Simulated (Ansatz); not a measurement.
The system is Ga.

```
Ga
1.0
     1.45000   -4.06500    0.00000
     1.45000    4.06500    0.00000
     0.00000    0.00000    3.17000
Ga
2
Direct
  0.13300 0.86700 0.75000
  0.86700 0.13300 0.25000
```

This isn't the form of Ga at room conditions, which is orthorhombic.

| Item | Value |
| --- | --- |
| Program | Ansatz 0.2.0 |
| Task | relaxation of cell and atoms |
| Functional | HF |
| Potentials or basis | Ansatz PAW |
| Cutoff | 420 eV (not typed: the program's choice for these potentials) |
| k mesh | 5 × 5 × 4 |
| Occupations | fermi-dirac, width 0.05 eV |
| Spin | no spin polarisation |

At the start: volume 18.68 Å³/atom.

How do energy, volume and symmetry change on relaxing?

It ends after 10 steps and the volume is 20.72 Å³/atom (+10.9 %); space group Cmcm (No. 63, to 0.05 Å).

Step by step:
```
step  energy change (eV)  largest force (eV/Å)  volume (Å³)
   1              0.0000                0.5251        37.37
   2             -0.1835                0.2693        39.33
   3             -0.2125                0.0963        40.66
   4             -0.2191                0.0470        41.03
   5             -0.2188                0.0115        41.40
   6             -0.2193                0.0037        41.49
   7             -0.2192                0.0010        41.53
   8             -0.2264                0.0011        41.53
   9             -0.2266                0.0003        41.44
  10             -0.2264                0.0005        41.44
```

Final structure:
```
CELL_PARAMETERS angstrom
1.45947 -4.09760 0.00000
1.45947 4.09760 0.00000
0.00000 0.00000 3.46442
ATOMIC_POSITIONS crystal
Ga 0.13991 0.86009 0.75000
Ga 0.86009 0.13991 0.25000
```

Caveat: the k mesh is coarse (spacing up to 0.50 Å⁻¹), so the values aren't converged, least of all with exact exchange; the plane-wave basis is chosen anew once the cell has moved, so the energies of steps on either side of that aren't comparable; the pressure holds a Pulay correction of +0.4 GPa for the finite cutoff; the volume moved by +11 % from the deposited cell, more than functionals usually miss; the PAW data sets come from PBE, with cores solved anew for the run's functional, which leaves a small shift of forces and pressure.
